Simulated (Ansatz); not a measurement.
Mechanical response of TiO₂ (P4_2/mnm)

```
CELL_PARAMETERS angstrom
4.59126 0.00000 0.00000
0.00000 4.59126 0.00000
0.00000 0.00000 2.93899
ATOMIC_POSITIONS crystal
Ti 0.00000 0.00000 0.00000
Ti 0.50000 0.50000 0.50000
O 0.30444 0.30444 0.00000
O 0.19556 0.80444 0.50000
O 0.69556 0.69556 0.00000
O 0.80444 0.19556 0.50000
```

Level of theory, where no other is named: PBEsol, all-electron LAPW in Ansatz 0.2.0, scalar-relativistic. k mesh 4×4×6, fixed occupations, basis error target 1 meV/atom. The cell was relaxed by PAW under this functional.

The cell is tetragonal and carries a residual pressure of -0.02 GPa at this level. Each strain component that symmetry leaves independent is applied at ±0.005, the ions relax wherever a strain frees them, and the stress (tension positive, GPa) is read. Shears are engineering strains, γ = 2ε.

```csv
strain,size,σxx,σyy,σzz,σyz,σxz,σxy
xx,-0.005,-1.3669,-0.9720,-0.8216,0.0000,0.0000,0.0000
xx,+0.005,1.4072,0.9768,0.7925,0.0000,0.0000,0.0000
zz,-0.005,-0.7887,-0.7887,-2.5475,0.0000,0.0000,0.0000
zz,+0.005,0.8264,0.8264,2.4565,0.0000,0.0000,0.0000
yz,-0.005,0.0238,0.0245,-0.0069,-0.6004,0.0000,0.0000
yz,+0.005,0.0238,0.0245,-0.0069,0.6004,0.0000,0.0000
xy,-0.005,0.0181,0.0181,-0.0143,0.0000,0.0000,-1.1451
xy,+0.005,0.0181,0.0181,-0.0143,0.0000,0.0000,1.1451
```

A central difference gives one constant, for example C11 ≈ (1.4072 − (-1.3669))/(0.01) = 277.4 GPa; the program then imposes the crystal's symmetry on the whole matrix.

**Question.** What are the independent elastic constants?

**Answer.** C11 = 277.4, C12 = 194.9, C13 = 161.5, C33 = 500.4, C44 = 120.1, C66 = 229.0 GPa.

**Question.** Is the crystal stable against homogeneous strain?

**Answer.** The least eigenvalue of the 6×6 matrix is 82.5 GPa, so yes.

**Question.** What moduli does a random aggregate of grains have?

**Answer.** Voigt and Reuss bounds: B from 222.7 to 232.3 and G from 94.7 to 129.7 GPa; their means are B = 227.5 and G = 112.2 GPa. Then E = 9BG/(3B + G) = 289.0 GPa, ν = (3B − 2G)/(6B + 2G) = 0.288 and B/G = 2.03, on the ductile side of Pugh's 1.75 (a rule of thumb, made for metals; it doesn't predict ductility here).

**Question.** With the density of 4.281 g/cm³, how fast does sound travel, and what Debye temperature follows?

**Answer.** 

```tsv
direction	slow (m/s)	middle (m/s)	fast (m/s)
x	5296	7314	8050
y	5296	7314	8050
z	5296	5296	10811
```

The mean of v⁻³ over directions and branches gives v_m = 5571 m/s and θ_D = (ħ/k_B) v_m (6π²n)^(1/3) = 762 K, n being atoms per volume. Young's modulus spans 135 to 408 GPa over directions, and the universal anisotropy index is 1.89.

**Question.** How far do the constants move if PAW replaces LAPW in the same cell?

**Answer.** 

```
constant  LAPW (GPa)  PAW (GPa)  difference
     C11       277.4      278.0         0.6
     C12       194.9      195.5         0.6
     C13       161.5      161.8         0.3
     C33       500.4      499.9        -0.5
     C44       120.1      119.9        -0.2
     C66       229.0      229.2         0.2
```

Limits of these numbers: the frozen-core PAW files of the compared runs were fitted under PBE, their cores solved anew for this functional.
